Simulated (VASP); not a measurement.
## SnS: single point with PBEsol

**The experiment to reproduce.**

From “Linear dichroism of the optical properties of SnS and SnSe van der Waals crystals”, 2024, arxiv:2409.17412, for a bulk crystal of SnS at 20 K: band gap 1.16 eV (indirect).

Crystal: SnS.

```
CELL_PARAMETERS angstrom
11.09742 0.00000 0.00000
0.00000 3.98448 0.00000
0.00000 0.00000 4.23127
ATOMIC_POSITIONS crystal
Sn 0.11852 0.25000 0.11090
Sn 0.38148 0.75000 0.61090
Sn 0.61852 0.25000 0.38910
Sn 0.88148 0.75000 0.88910
S 0.85331 0.25000 0.47414
S 0.64669 0.75000 0.97414
S 0.35331 0.25000 0.02586
S 0.14669 0.75000 0.52586
```

| Item | Value |
| --- | --- |
| Program | VASP 6.6.1 |
| Task | single point |
| Functional | PBEsol |
| Potentials or basis | VASP PAW PBE potentials, release 64 (Sn_d, S) |
| Cutoff | 520 eV |
| k mesh | 4 × 8 × 6 |
| Occupations | gaussian, width 0.02 eV |
| Spin | no spin polarisation |

```yaml
Pressure: 0.0 GPa
Largest_force: 0.010 eV/Å
Band_gap_on_the_k_mesh: 0.73 eV, indirect (least direct gap 1.08 eV)
```

Forces on the atoms (eV/Å):
```
Sn  -0.005  0.000 -0.009
Sn   0.005  0.000 -0.009
Sn  -0.005  0.000  0.009
Sn   0.005  0.000  0.009
S    0.003  0.000 -0.004
S   -0.003  0.000 -0.004
S    0.003  0.000  0.004
S   -0.003  0.000  0.004
```

Levels at points of the mesh, in eV from the valence-band top:
```tsv
k point	band 37	band 38	band 39	band 40	band 41	band 42	band 43	band 44
(0.00, 0.00, 0.00)	-1.99	-1.29	-0.81	-0.67	0.73	2.96	3.00	3.11
(0.50, 0.00, 0.00)	-2.24	-2.24	-0.70	-0.70	2.61	2.61	2.77	2.77
(0.00, 0.50, 0.00)	-1.04	-1.04	-0.77	-0.77	1.10	1.10	1.71	1.71
(0.50, 0.50, 0.00)	-1.00	-1.00	-1.00	-1.00	1.58	1.58	1.58	1.58
(0.00, 0.00, 0.50)	-0.95	-0.95	-0.09	-0.09	1.41	1.41	1.87	1.87
(0.50, 0.00, 0.50)	-0.72	-0.72	0.00	0.00	1.29	1.29	1.81	1.81
(0.00, 0.50, 0.50)	-2.57	-2.57	-1.59	-1.59	2.74	2.74	3.01	3.01
(0.50, 0.50, 0.50)	-1.77	-1.77	-1.77	-1.77	2.54	2.54	2.54	2.54
```

It took 12 min on 1 thread of Intel(R) Xeon(R) Platinum 8259CL CPU @ 2.50GHz (Skylake/Cascade Lake), with other jobs on the host, peak memory 0.53 GiB.

Against the measured gap of SnS, 1.16 eV (indirect; 20 K; “Linear dichroism of the optical properties of SnS and SnSe van der Waals crystals”, 2024, arxiv:2409.17412), the calculated 0.73 eV is off by -0.43 eV. 2 values of this kind are on record (1.09 to 1.16 eV); this one was drawn at random. Spin-orbit coupling on Sn is left out. The value is that of PBEsol on a finite k mesh, which can miss the band edges, without temperature or zero-point motion. Semilocal functionals fall short of measured gaps as a rule.

Caveat: the PAW data sets were made with another functional, which shifts forces and pressure a little; spin-orbit coupling is left out, which moves the levels of the heavy elements.
